## A curve known mostly from one side

TiPt₃ in this series is a cubic crystal of the Cu₃Au type, in which every atom has twelve near neighbours. The calculation scales the whole crystal up and down. At each volume it gives the energy above the lowest point of the curve and the pressure that holds the crystal there. A negative pressure means that the crystal is pulled outward equally in all directions.

Six volumes have results. Four are compressed, one lies almost exactly at the minimum, and only one is clearly stretched. What happens when the crystal is stretched twice as far, and then more than three times as far?

Cubic TiPt₃ (Cu₃Au type, 4-atom cell) at scaled volumes, computed with Ansatz 0.2.0: PBE, plane-wave PAW, scalar-relativistic, no spin polarisation. The cutoff is 420 eV, the Gamma-centred k mesh 10×10×10 and the Gaussian smearing 0.1 eV. Energies count from the minimum of a third-order Birch-Murnaghan fit to all volumes; pressures are calculated stresses, positive in compression.

```
volume per atom (Å³/atom)  energy over minimum (meV/atom)  pressure (GPa)
                   13.540                           209.8           41.42
                   14.001                           110.2           28.10
                   14.463                            45.8           16.98
                   14.925                            10.7            7.71
                   15.386                             0.0           -0.04
                   15.848                             9.7           -6.49
                   16.309                               ?               ?
                   16.925                               ?               ?
```

## The spring that is too simple

The first guess is a spring: the energy is a parabola in the volume, and the pressure changes by the same amount for each step in volume. Its strength is set by the bulk modulus, the pressure change divided by the relative volume change that causes it. The known pressures put this at about 235 GPa near the minimum.

The known rows already show where the spring fails. At the smallest volume it gives 162.5 meV per atom, while the calculation gives 209.8. On the one stretched row it errs the other way, with 10.3 against 9.7. Real compression is dearer than the spring says, and real stretching is cheaper.

The pressures tell the same story more clearly. The bulk modulus averaged between neighbouring rows is 398 GPa at the compressed end and 218 GPa between the last two known rows. It falls at every step between them. The crystal softens smoothly as it grows.

## Why stretching softens a crystal

The minimum is a balance between two forces. Bonding electrons pull the atoms together. The kinetic energy of electrons confined to a small space, together with the overlap of filled shells, pushes them apart. The push has the shorter range, so it changes faster with distance than the pull.

When the crystal is stretched, the push falls off faster than the pull, so the pull gains the upper hand. This builds up the tension. As the stretch goes on, less of the push is left to lose, and the pull itself is fading, so each further step adds less tension. Under compression the push rises ever more steeply, and so does the pressure.

This is the standard picture of cohesion. The table shows the softening that it leads to, but does not separate the push from the pull.

## A better variable than volume

If the forces fade with distance, it helps to measure deformation by a quantity that does so too. The Eulerian strain $f$ is built from the inverse square of the interatomic distance:

$$f=\tfrac12\left[\left(\frac{V_r}{V}\right)^{2/3}-1\right]$$

Here $V$ is the volume per atom and $V_r$ = 15.386 Å³ is the reference row. The strain is positive under compression. It grows quickly there and more slowly on stretching, so a parabola in $f$ is already lopsided in the right sense.

The model adds a cubic term, and a small linear term because the true minimum lies slightly below the reference volume. Its three coefficients were fitted to the six known energies only:

$$E=-10.49\,f+101469\,f^2+108924\,f^3\quad\text{(meV per atom)}$$

Take the largest volume, 16.925 Å³, which was not part of the fit. The volume ratio raised to the power 2/3 is 0.93842, so $f=-0.03079$. The three terms then give

$$E=0.3+96.2-3.2=93.3\ \text{meV per atom}$$

The spring in volume gives 113 for the same row. The parabola in $f$ alone comes down to 96, and the cubic term has only about 3 % left to correct. A good choice of variable has done most of the work, which is why a few rows can carry the extrapolation.

## The forecasts

The pressures were treated in the same way, with the slope of this energy form fitted to the six known pressures. The forecasts are:

- **At 16.309 Å³:** energy 36.3 ± 1 meV per atom, pressure −11.9 ± 0.2 GPa.
- **At 16.925 Å³:** energy 93.3 ± 3 meV per atom, pressure −17.7 ± 0.5 GPa.

Four statements go with them. Both energies should lie below the spring's parabola. The first withheld volume should cost less than its mirror image at 14.463 Å³. The second should cost less than 14.001 Å³, although it lies farther from the minimum. The tension should still be growing at the largest volume, but more slowly for each unit of volume.

The ranges are judgements, not statistical intervals. The energy ranges are wide because a single stretched row, printed to a tenth of a meV, largely steers the curve on that side. For the pressures, the choice of formula matters little: the Vinet equation, another common form, gives −17.66 GPa at the largest volume when it uses the same constants.

The withheld rows as computed:

```
volume per atom (Å³/atom)  energy over minimum (meV/atom)  pressure (GPa)
                   16.309                            36.3          -11.86
                   16.925                            93.4          -17.63
```

## What came out

Both energies agree with the forecasts to within 0.1 meV per atom, far inside the ranges. So close a hit should not be counted on. Integrating the pressure fit, a second route to the energy, gives 93.8 at the largest volume, where the calculation has 93.4. The ranges were too cautious, but an uncertainty of a few tenths would have been realistic.

The four statements hold as well. The spring overestimates the energy by 13 % at the first withheld volume and by 21 % at the second. The mirror comparison is plain: 36.3 meV per atom for the stretch against 45.8 for the equal compression. The bulk modulus between the last two rows has dropped to about 156 GPa, yet the tension is still rising.

The pressures also fall inside their ranges, but both misses have the same sign. The calculated tension is weaker than forecast by 0.03 GPa and then by 0.10 GPa, the latter about 0.6 % of the value. This is similar in size to the difference between the two formulas at that volume. The energy fit helps to place the miss: its slope at the largest volume is −17.6 GPa, almost the calculated value. So the cubic form can follow the stretched side, and it is the coefficients drawn from the known pressures that are slightly off. Most of those pressures belong to compressed crystals, where terms beyond the cubic one may already count.

The pressures are stresses calculated separately at each volume, not slopes of a curve through the energies. The known pressures therefore carried no trace of the withheld rows. The energy forecast shares only its zero with a fit to all volumes. Both are fair tests of how smoothly the crystal stretches.

That smoothness belongs to a crystal whose spin is held at zero and whose cubic symmetry is kept. If a magnetic moment or a distortion set in at large volume, it would lower the energy below these values. The calculation leaves no room for either, so the agreement is no evidence against them.

## A rule for the back of an envelope

The lopsidedness can be put into one factor. Let $x$ be the relative change in volume from the minimum, and $B'$ the rate at which the bulk modulus rises with pressure. Expanding the energy to third order in $x$ gives

$$E\approx E_{\text{spring}}\left[1-\frac{B'+1}{3}\,x\right]$$

The pressure fit gives $B'$ close to 5, so the bracket is nearly $1-2x$. At the largest volume $x$ is 0.10, and the spring's 113.4 becomes 113.4 × 0.80 = 91 meV per atom, about 3 % below the calculated value. The worst case is the smallest volume, where the rule falls about 4 % short.

For most metals $B'$ lies roughly between 4 and 6, so a similar factor applies to them. A soft alkali metal has a far shallower energy curve than TiPt₃, because its bulk modulus is so much smaller, but the curve is lopsided to much the same degree. In practice, take the spring energy from the bulk modulus, then reduce it by about 2 % for each per cent of added volume, or raise it by as much for each per cent removed. Count $x$ from the minimum of the same calculation, since this functional tends to make crystals of heavy transition metals slightly too large.

The fits and the row-by-row comparison are in the output below.

Numerical output:

```
fit of energy_over_minimum on 6 rows: coefficient of f -10.49 +/- 2.7, coefficient of f**2 101469 +/- 177, coefficient of f**3 108924 +/- 3282; rms 0.0315, worst 14.001 0.0481, leave-one-out rms 0.189
  rows outside the fit (model, value, miss): 16.309 36.26, 36.3, -0.0395; 16.925 93.33, 93.4, -0.0664
fit of pressure on 6 rows: coefficient of q -0.02562 +/- 0.0055, coefficient of q*f 706.6 +/- 0.52, coefficient of q*f**2 1051 +/- 13; rms 0.0071, worst 15.386 0.0144, leave-one-out rms 0.0156
  rows outside the fit (model, value, miss): 16.309 -11.89, -11.86, -0.0306; 16.925 -17.73, -17.63, -0.101
half-width of energy forecast at the withheld rows (meV/atom): 1, 3
half-width of pressure forecast at the withheld rows (GPa): 0.2, 0.5
bulk modulus at 15.386 from the pressure fit (GPa): 235.5
bulk modulus at 15.386 from the energy fit (GPa): 234.8
pressure derivative of the bulk modulus from the pressure fit: 4.991
Vinet pressure at the withheld rows with the same constants (GPa): -11.87, -17.66
excess of the parabola over the computed energy at the withheld rows (percent): 12.52, 21.4
Energies in meV/atom and stiffness:
     row  Ti-Pt distance (Å)  energy fit  energy from pressure fit   parabola  bulk modulus from previous row to this (GPa)
   13.54               2.675       209.8                     209.8      162.5                                           n/a
  14.001               2.705       110.2                     110.4      91.41                                         397.9
  14.463               2.735       45.77                      45.9      40.55                                         342.6
  14.925               2.764       10.66                     10.71      10.08                                         294.8
  15.386               2.792           0                         0  0.0001339                                         254.8
  15.848               2.819       9.677                     9.684      10.27                                           218
  16.309               2.847       36.26                     36.37      40.84                                         187.3
  16.925               2.882       93.33                     93.77      113.4                                         155.6
```
